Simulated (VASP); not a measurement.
Here is a VASP 6.6.1 calculation.

INCAR

```
  ADDGRID = False
  ALGO = Normal
  EDIFF = 1E-8
  ENCUT = 900
  GGA = CA
  ISIF = 2
  ISMEAR = 0
  LASPH = True
  LCHARG = False
  LREAL = False
  LWAVE = False
  NELM = 100
  PREC = Accurate
  SIGMA = 0.02
```

KPOINTS

```
k-points
0
Gamma
  12 12 12
```

POSCAR

```
MgS
1.0
    0.0000000000      2.8331200468      2.8331200468
    2.8331200468      0.0000000000      2.8331200468
    2.8331200468      2.8331200468      0.0000000000
S Mg
1 1
Direct
    0.2346630000      0.2748010000      0.2357280000
   -0.0216520000      0.0237760000     -0.0317750000
```

Potentials or basis: VASP PAW LDA potentials, release 64 (S, Mg).

Launch:

```console
$ cat potpaw_LDA.64/S/POTCAR potpaw_LDA.64/Mg/POTCAR > POTCAR
$ mpirun -np 1 vasp_std > vasp.out
```

(1) What does it give for the pressure?

(2) Predict the band gap on the k mesh.

(3) Estimate the largest force.

Results:

(1) -2.3 GPa.

(2) 3.06 eV, direct.

(3) 0.430 eV/Å.
